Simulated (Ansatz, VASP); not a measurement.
One calculation of Fe, two programs

```
CELL_PARAMETERS angstrom
-1.37460 1.37460 1.37460
1.37460 -1.37460 1.37460
1.37460 1.37460 -1.37460
ATOMIC_POSITIONS crystal
Fe 0.00000 0.00000 0.00000
```

Alike in both runs: task single point; functional LDA; k mesh 16 × 16 × 16; occupations gaussian, width 0.3 eV; collinear spin.

|  | VASP | Ansatz |
| --- | --- | --- |
| version | VASP 6.6.1 | Ansatz 0.2.0 |
| potentials or method | VASP PAW LDA potentials, release 64 (Fe) | plane waves (420 eV) with PAW, scalar-relativistic |
| plane-wave cutoff (eV) | 520 | 420 |
| valence electrons in the cell | 8 | 16 |

```csv
,VASP,Ansatz,Ansatz less VASP
pressure (GPa),-0.7,0.3,+0.97
net moment per atom (μB),1.93,1.97,+0.039
size of the moment on the site where the two differ most (μB),1.90,1.97,+0.073
```

Site moments also hang on the region over which each program counts them. The two sets of potentials don't hold the same shells in valence. Ansatz warned: «pseudo_functional_mismatch».
